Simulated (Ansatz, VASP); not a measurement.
# Zn16HNO15 (N-H pair in ZnO) in two plane-wave programs, part 2 of 2

Aim: how closely do two programs agree when they are given the same cell, functional and k mesh? The cell is taken from a series of runs on this material, whose earlier steps may have relaxed, scaled, displaced or heated it; both programs get it as it stands.

VASP 6.6.1 and Ansatz 0.2.0.

So far. Step 2 (VASP: single point, HSE06): The run ends at a pressure of 2.62 GPa, with forces up to 41 eV/Å.

## Step 3: Ansatz: single point, HSE06

Level of this step: Ansatz beside VASP: Kohn-Sham DFT, plane waves, HSE06 (Ansatz).

Ansatz runs on its default PAW (the set named soft_2) files.

The same cell, functional, mesh and smearing now go to Ansatz.

input.yaml

```yaml
crystal:
  lattice:
    - [6.55903995, 0.0, 0.0]
    - [-3.27951997, 5.68029522, 0.0]
    - [0.0, 0.0, 10.58650209]
  atoms:
    - { symbol: Zn, position: [0.156729864, 0.32626812, 0.252004784] }
    - { symbol: Zn, position: [0.330006443, 0.164732253, -0.001206969] }
    - { symbol: O, position: [0.320970736, 0.160212478, 0.185645329] }
    - { symbol: O, position: [0.167376991, 0.325513326, 0.440841442] }
    - { symbol: Zn, position: [0.171019085, 0.332660399, 0.750260686] }
    - { symbol: Zn, position: [0.347587318, 0.173501651, 0.497946173] }
    - { symbol: O, position: [0.344064204, 0.17175823, 0.685045214] }
    - { symbol: O, position: [0.165560974, 0.332331992, 0.937356728] }
    - { symbol: Zn, position: [0.156725688, 0.829910383, 0.252001645] }
    - { symbol: Zn, position: [0.327112049, 0.663282748, 0.003720177] }
    - { symbol: O, position: [0.323656169, 0.661553718, 0.19198025] }
    - { symbol: O, position: [0.167389576, 0.841293702, 0.440833738] }
    - { symbol: Zn, position: [0.171026778, 0.837812698, 0.750264687] }
    - { symbol: Zn, position: [0.324386826, 0.661903231, 0.501074076] }
    - { symbol: O, position: [0.330468514, 0.664958399, 0.688214477] }
    - { symbol: O, position: [0.16556354, 0.832686582, 0.937358189] }
    - { symbol: Zn, position: [0.650646273, 0.325064678, 0.242125461] }
    - { symbol: Zn, position: [0.832042597, 0.163964336, -0.000355337] }
    - { symbol: O, position: [0.827610686, 0.160769417, 0.185770452] }
    - { symbol: "N", position: [0.711458952, 0.355457181, 0.429269517] }
    - { symbol: Zn, position: [0.673076435, 0.336269603, 0.7524806] }
    - { symbol: Zn, position: [0.826619362, 0.150923074, 0.508575999] }
    - { symbol: O, position: [0.83507195, 0.162079345, 0.694778238] }
    - { symbol: O, position: [0.665384763, 0.332425171, 0.939664888] }
    - { symbol: Zn, position: [0.660208167, 0.829840689, 0.25121043] }
    - { symbol: Zn, position: [0.83204513, 0.667542596, -0.000356011] }
    - { symbol: O, position: [0.827610132, 0.666316396, 0.185766543] }
    - { symbol: O, position: [0.654712097, 0.827076515, 0.439915632] }
    - { symbol: Zn, position: [0.66061657, 0.830029387, 0.755571401] }
    - { symbol: Zn, position: [0.826630598, 0.675134339, 0.508569349] }
    - { symbol: O, position: [0.835084394, 0.672453333, 0.694774515] }
    - { symbol: O, position: [0.658884562, 0.829173953, 0.941492484] }
    - { symbol: H, position: [0.829728102, 0.414564577, 0.407573914] }
basis:
  ecutwfc: 420
  xc_grid: 2
hamiltonian:
  xc: hse06
kpoints:
  mp_grid: { grid: [1, 1, 1] }
scf:
  occupations: { method: fermi_dirac, width: 0.01 }
  max_iter: 120
output:
  forces: true
checkpoint:
  read: "../relax.run"
```

Command:

```sh
$ ansatz run input.yaml --threads 4 --pin off --max-ram 7536MiB --backend cpu --events-out ev --progress --plain --runs-dir out
```

Numbers of over 12 decimals in the logs are rounded to 6 here.

Output:

```text
Warning: checkpoint.read: the run can stay near the saved state's solution: 2 site(s) moved relative to the saved geometry (max |Δs| = 4.725e-2 fractional); the SCF starts from the saved state under `checkpoint.density_extrapolation: transplant`, in force with no word given; its orbitals are not used off its sites. A run without `checkpoint.read` takes nothing of the state. A lower free energy from it at the same positions (and U, V and field ramp, if any) shows a solution that this start missed, and an equal or higher one rules none out (checkpoint.read, Limitations, in the input reference)
exact exchange: scf.exx.singularity resolves to wigner_seitz, which cuts the screened interaction at the faces of the exchange supercell's Wigner-Seitz cell, so that each pair interacts once, at the shortest of its separations (the periodic images that this leaves out come, for a point-like exchange hole, to about 0.181 eV on a filled level). The cut falls within the interaction's reach, and what an exchange supercel [...]
Engine: ansatz 0.2.0, aarch64-unknown-linux-gnu
Pseudopotentials: kind: paw
Pseudopotential: Zn, paw, valence charge 12, recommended cutoff 420 eV (normal), Zn.paw.azcp
Pseudopotential: O, paw, valence charge 6, recommended cutoff 420 eV (normal), O.paw.azcp
Pseudopotential: N, paw, valence charge 5, recommended cutoff 420 eV (normal), N.paw.azcp
Pseudopotential: H, paw, valence charge 1, recommended cutoff 420 eV (normal), H.paw.azcp
Functional definition: HSE06
  parameter a = 0.25
  parameter omega = 0.11/bohr
  exchange = pbe_x - a*pbe_x_sr(omega) + a*exact_x_sr(omega)
  correlation = pbe_c
Crystal: 33 atoms, lattice volume = 394.424 Å³
Basis set: ecut = 420 eV, 7607 PW (Γ), exchange–correlation on 90×90×144 points (8 copies of the dense FFT grid, shifted against one another)
Bands: 177, of which v1, the nominal top of the filled ones, is band 144 counted from 1 (143 counted from 0)
Symmetry: 1 space group operations
Space group: P1 (ITA 1), of the structure as read, at distance tolerance 7.3e-5 Å
k-points: 1
Non-local potential: Zn, projectors of the file, l = 0: 2, l = 1: 2, l = 2: 3, l = 3: 1
Non-local potential: O, projectors of the file, l = 0: 2, l = 1: 2, l = 2: 1
Non-local potential: N, projectors of the file, l = 0: 2, l = 1: 2, l = 2: 1
Non-local potential: H, projectors of the file, l = 0: 2, l = 1: 1
PAW form: soft (Blöchl's): semilocal exchange-correlation on the pseudo side does not see the compensation charge
PAW frozen core: Zn, regenerated for the run's functional, and the local potential with it (the file was generated under x = pbe(κ = 0.804, μ = 0.219515), c = pbe(β = 0.066725))
PAW frozen core: O, regenerated for the run's functional, and the local potential with it (the file was generated under x = pbe(κ = 0.804, μ = 0.219515), c = pbe(β = 0.066725))
PAW frozen core: N, regenerated for the run's functional, and the local potential with it (the file was generated under x = pbe(κ = 0.804, μ = 0.219515), c = pbe(β = 0.066725))
PAW one-centre angular grid: Zn, 590 points (default); XC on 64 Gauss nodes
PAW one-centre angular grid: O, 110 points (default); XC on 96 Gauss nodes
PAW one-centre angular grid: N, 110 points (default); XC on 64 Gauss nodes
PAW one-centre angular grid: H, 110 points (default); XC on 64 Gauss nodes
Initial density: read from a saved state, or passed on in memory by an earlier SCF of this step, an earlier step, the calling program or the single point that the run made first, carried with its atoms to this geometry
Initial wavefunctions: pseudopotential atomic-orbital guess
Functional: x = pbe(κ = 0.804, μ = 0.219515), c = pbe(β = 0.066725), warm-up for x = pbe(κ = 0.804, μ = 0.219515) + 0.25 (exact − pbe) at short range (hse, ω = 0.207870 Å⁻¹), c = pbe(β = 0.066725); HSE06 as pw.x's `hse` composes it (authors' and Libxc's form: `xc: wpbeh`)
iter 1 solved again at ethr=1.44e-3 eV; its pass at ethr=1.00e-1 eV (dr2=4.16e0 eV) is discarded
[...]
SCF iter   4: F=—  HF=-62011.009708 eV  |F-HF|=—  |Δ(HF+E_count)|=   2.36e-2  Δρ=4.64e-3  dr2=4.70e-2  ethr=6.02e-5  ⟨swp⟩=7.0  Hψ=437  notcnv=0
SCF iter   5: F=—  HF=-62010.998703 eV  |F-HF|=—  |Δ(HF+E_count)|=   1.10e-2  Δρ=1.14e-3  dr2=2.67e-3  ethr=1.63e-5  ⟨swp⟩=5.0  Hψ=435  notcnv=0  defer=2
SCF iter   6: F=—  HF=-62010.998793 eV  |F-HF|=—  |Δ(HF+E_count)|=   9.01e-5  Δρ=4.19e-4  dr2=6.05e-4  ethr=9.26e-7  ⟨swp⟩=5.0  Hψ=480  notcnv=0
SCF iter   7: F=—  HF=-62010.998687 eV  |F-HF|=—  |Δ(HF+E_count)|=   1.06e-4  Δρ=1.59e-4  dr2=9.45e-5  ethr=2.10e-7  ⟨swp⟩=4.0  Hψ=378  notcnv=0  defer=2
SCF iter   8: F=-62010.998665 eV  HF=-62010.998668 eV  |F-HF|=3.16e-6  |Δ(HF+E_count)|=   1.84e-5  Δρ=4.40e-5  dr2=5.95e-6  ethr=3.28e-8  ⟨swp⟩=3.0  Hψ=352  notcnv=0
SCF 1 stopped early in 8 iterations: F = -62010.998665 eV  dr2 = 5.95e-6
  greatest PAW one-centre occupation: 0.987 electrons in one spin orbital (limit 2), on the Zn atom at site 5 (counted from 0), in its partial waves of l = 2
Initial density: handed on by an earlier stage of this run
Initial wavefunctions: those handed on with the density
Functional: x = pbe(κ = 0.804, μ = 0.219515) + 0.25 (exact − pbe) at short range (hse, ω = 0.207870 Å⁻¹), c = pbe(β = 0.066725); HSE06 as pw.x's `hse` composes it (authors' and Libxc's form: `xc: wpbeh`)
[...]
SCF iter   2: F=—  HF=-62009.236303 eV  |F-HF|=—  |Δ(HF+E_count)|=   4.69e-1  Δρ=7.00e-3  dr2=1.47e-1  ethr=2.07e-8  ⟨swp⟩=6.0  Hψ=903  notcnv=0
SCF iter   3: F=—  HF=-62009.373814 eV  |F-HF|=—  |Δ(HF+E_count)|=   1.38e-1  Δρ=5.00e-3  dr2=4.65e-2  ethr=2.07e-8  ⟨swp⟩=5.0  Hψ=840  notcnv=0
SCF iter   4: F=—  HF=-62009.363292 eV  |F-HF|=—  |Δ(HF+E_count)|=   1.05e-2  Δρ=1.65e-3  dr2=5.28e-3  ethr=2.07e-8  ⟨swp⟩=5.0  Hψ=701  notcnv=0
SCF iter   5: F=—  HF=-62009.372696 eV  |F-HF|=—  |Δ(HF+E_count)|=   9.40e-3  Δρ=1.05e-3  dr2=4.74e-3  ethr=2.07e-8  ⟨swp⟩=5.0  Hψ=716  notcnv=0
SCF iter   6: F=—  HF=-62009.371477 eV  |F-HF|=—  |Δ(HF+E_count)|=   1.22e-3  Δρ=3.32e-4  dr2=4.29e-4  ethr=2.07e-8  ⟨swp⟩=5.0  Hψ=646  notcnv=0
SCF iter   7: F=-62009.371345 eV  HF=-62009.371363 eV  |F-HF|=1.82e-5  |Δ(HF+E_count)|=   1.14e-4  Δρ=7.66e-5  dr2=3.68e-5  ethr=2.07e-8  ⟨swp⟩=4.0  Hψ=469  notcnv=0
SCF 2 stopped early in 7 iterations: F = -62009.371345 eV  dr2 = 3.68e-5
  Residual-converged pass: ⟨swp⟩=4.0  Hψ=567  notcnv=0  max |occ|·‖R‖ = 5.0e-6 eV (tolerance 6.7e-6 eV)  dr2=3.68e-5  dr2_onsite=2.73e-6  max |Δocc| = 0.0e0
  greatest PAW one-centre occupation: 0.989 electrons in one spin orbital (limit 2), on the Zn atom at site 5 (counted from 0), in its partial waves of l = 2
hybrid outer 1: dexx = +1.875e-1 eV, tail = 5.31e-4 eV
Exchange kernel: α = 0.2500, screened, ω = 0.2079 Å⁻¹, Wigner–Seitz truncation, v(0) = 690.4258 eV·Å³, q-mesh 1×1×1, nearest image of the exchange supercell L = 6.56 Å, pair-density grid 32×32×50, without the augmentation charges, whose exchange is taken in its separable form (sized by the pseudopotential files, 40×40×72 at the most)
Frozen-core exchange: fock
SCF iter   1: F=—  HF=-62009.362500 eV  |F-HF|=—  |Δ(HF+E_count)|=         —  Δρ=8.18e-5  dr2=2.04e-5  ethr=9.21e-7  ⟨swp⟩=6.0  Hψ=404  notcnv=0
preconditioner: auto → none  [insulator: Δε(μ)=2.333 eV  Ē_g=15.055 eV  σ=0.010 eV  W_gap=1.00  n_scr=110 (ndim 8)  ℏωp=31.7 eV  f_vac=0.062  D(μ)=0.00/eV (n_scr^D=0)]
SCF iter   2: F=—  HF=-62009.362509 eV  |F-HF|=—  |Δ(HF+E_count)|=   8.71e-6  Δρ=2.28e-5  dr2=3.42e-6  ethr=6.29e-9  ⟨swp⟩=4.0  Hψ=582  notcnv=0
SCF iter   3: F=—  HF=-62009.362520 eV  |F-HF|=—  |Δ(HF+E_count)|=   1.15e-5  Δρ=1.72e-5  dr2=9.86e-7  ethr=4.15e-10  ⟨swp⟩=5.0  Hψ=540  notcnv=0
SCF iter   4: F=-62009.362520 eV  HF=-62009.362520 eV  |F-HF|=2.44e-9  |Δ(HF+E_count)|=   1.41e-7  Δρ=5.03e-6  dr2=7.15e-8  ethr=2.78e-10  ⟨swp⟩=3.0  Hψ=368  notcnv=0
SCF 3 converged in 4 iterations: F = -62009.362520 eV  dr2 = 7.15e-8
  Residual-converged pass: ⟨swp⟩=4.0  Hψ=411  notcnv=0  max |occ|·‖R‖ = 5.9e-6 eV (tolerance 6.7e-6 eV)  dr2=6.98e-8  dr2_onsite=9.67e-9  max |Δocc| = 0.0e0
hybrid outer 2: dexx = +1.142e-5 eV, tail = 2.51e-7 eV, Δε = 4.34e-3 eV (about 1.23e-4 eV left of the loop's levels), ΔF = 1.64e-2 eV/Å (tail 3.18e-3)
hybrid SCF converged: 2 outer / 11 inner (+8 warm-up), last move |dexx| = 1.14e-5 eV, tail = 2.51e-7 eV
Stability not checked: this state was not tested for a lower state beside it, because the functional holds exact exchange (a hybrid, or Hartree-Fock), whose exchange loop this test does not read (fock_operator; see scf.lower_state_search)
Free energy (F): -62009.362519 eV
Frozen-core exchange: fock
Harris-Foulkes:  -62009.362519 eV  (|F-HF|=2.44e-9)
Internal energy: -62009.362519 eV  (E = F + TS)
E sigma→0 (E₀):  -62009.362519 eV
Fermi energy:    7.047706 eV
--- Per-component energies (eV) ---
  E_band       = -144.444373
  E_kinetic    = 4888.883858
  E_local      = -32543.780255  (includes V_loc(G=0)·N_el)
  E_nonlocal   = 10738.396642
  E_hartree    = 13452.068625
  E_xc         = -2665.847262
  E_vxc        = -1836.841534  (∫ρ·V_xc dr)
  E_exx        = -979.356197  (= α·E_x^exact, valence–valence)
  E_paw        = -31584.602628  (= ΣΔE_a)
  E_vpaw       = -6336.564682  (= ΣTr[D̂ρ^β])
  E_aug_tail   = 0.028533  (compensation charges beyond the density's cutoff)
  E_ewald      = -23324.982726
  E_core_change = 9.828623  (= ΣΔE_core)
  E_smearing   = -0.000000  (= −TS)
  E_closure    = 0.000268  (closes the sum)
  Σ components = -62009.362519   (vs F -62009.362519, Δ=0.00e0)
--- Forces (eV/Å), atoms counted from 1 ---
  atom   1  Zn    -0.01623315     0.02590736     0.01774450
  atom   2  Zn    -0.00050609    -0.00025929    -0.00031105
  atom   3  O      0.00387123     0.00228403    -0.00107430
  atom   4  O     -0.10021624     0.04509708    -0.01629910
  atom   5  Zn     0.01333606    -0.00461847    -0.00104534
  atom   6  Zn     0.16630429     0.09623800    -0.06539530
  atom   7  O     -0.01080949    -0.00629844     0.03296339
  atom   8  O     -0.00500042    -0.00253166     0.00399060
  atom   9  Zn     0.01450940    -0.02682874     0.01769694
  atom  10  Zn    -0.00222393    -0.00128326     0.00318457
  atom  11  O      0.00628597     0.00355475     0.00016256
  atom  12  O     -0.01124389    -0.10924050    -0.01597523
  atom  13  Zn     0.00266187     0.01383732    -0.00128829
  atom  14  Zn    -0.03474648    -0.01988084    -0.01778975
  atom  15  O      0.00107526     0.00054138     0.00011944
  atom  16  O     -0.00462781    -0.00311181     0.00406855
  atom  17  Zn    -0.06914115    -0.04008516    -0.11977162
  atom  18  Zn    -0.00007804     0.00351647    -0.00948397
  atom  19  O     -0.03227277     0.02167382     0.03393514
  atom  20  N    -31.71523555   -18.29998425    12.41007289
  atom  21  Zn    -0.01059767    -0.00624220     0.00596552
  atom  22  Zn     0.07226333    -0.08311676     0.05845180
  atom  23  O     -0.00858925     0.00156971    -0.00955461
  atom  24  O      0.00240798     0.00136322     0.00463764
  atom  25  Zn    -0.01049328    -0.00606593    -0.00495258
  atom  26  Zn     0.00291497    -0.00182078    -0.00963280
  atom  27  O      0.00269613    -0.03889856     0.03407471
  atom  28  O      0.00061171     0.00031758     0.01081425
  atom  29  Zn    -0.00261686    -0.00133062     0.00238427
  atom  30  Zn    -0.03596215     0.10431472     0.05841983
  atom  31  O     -0.00306155    -0.00833043    -0.00954075
  atom  32  O      0.00470437     0.00261794     0.00353937
  atom  33  H     31.77960242    18.33679880   -12.41941189
  max |Σ_I F_I| component: 6.99e-4 eV/Å
--- Band table (eV) ---
  k-point 0: bands = [... 140 lower, 5.4226, 5.5410, 5.8118, 5.8816, 8.2137]
  guard bands above this table: 32 of the run's 177 bands. The solve was not asked for them (output.publish_guard_bands: true or output.eigenvalues: true publishes all)
```

The column dr2 measures how far the density is from self-consistency, as an energy; F and HF (Harris–Foulkes) agree once it is small.

## Step 4: Side by side

Known differences besides the potentials themselves: exact exchange at q = 0 is treated differently, which shows on coarse meshes; VASP keeps PBE cores, Ansatz makes them for the functional; the cutoff is 420 eV in Ansatz and 520 eV in VASP (PREC = Accurate, projectors in real space); VASP takes a coarser grid for exact exchange (PRECFOCK = Fast). Total energies have different zeros and are not compared.

Compared:

| quantity | Ansatz | VASP | difference |
| --- | --- | --- | --- |
| gap on the k mesh (eV) | 2.332 | 2.345 | -0.012 |

Forces on 7 of the 33 atoms, those with the largest forces and the largest differences (eV/Å; atoms numbered as in POSCAR):

| atom | Ansatz x, y, z | VASP x, y, z |
| --- | --- | --- |
| Zn4 | 0.166, 0.096, -0.065 | 0.239, 0.138, -0.089 |
| Zn9 | -0.069, -0.040, -0.120 | -0.075, -0.043, -0.114 |
| Zn16 | -0.036, 0.104, 0.058 | -0.037, 0.106, 0.062 |
| O18 | -0.100, 0.045, -0.016 | -0.125, 0.044, -0.016 |
| O22 | -0.011, -0.109, -0.016 | -0.025, -0.132, -0.016 |
| N32 | -31.715, -18.300, 12.410 | -33.731, -19.464, 13.202 |
| H33 | 31.780, 18.337, -12.419 | 33.800, 19.503, -13.236 |

The forces differ by 351 meV/Å r.m.s., which is 6.0 % of the r.m.s. force of 5.851 eV/Å (both taken over all components). A gap on the mesh is an upper bound, since the band edges may lie between its points.

## Step 5: Summary of results

| Item | Value |
| --- | --- |
| r.m.s. force difference (single point, HSE06) | 6.0 % of the r.m.s. force |

In words: The r.m.s. force difference is 6.0 % of the r.m.s. force (single point, HSE06), beyond the 3 % picked in this series as the mark of a large difference. What causes the difference of the single point, HSE06 pair stays open here. How closely two codes agree says nothing of how well the functional describes the real material.

[Lines on the potential files, build, host, timing and source positions are cut from VASP's logs without a mark.]

[Logs are printed without paths, hosts, clocks, repeated set-up lines and the standing remarks that a program may print on its own settings, such as how far it seeks lower states.]

[Hosts, paths, dates, database ids (printed as entryN), source tags and the programs' standing remarks are cut or masked in the printed files.]
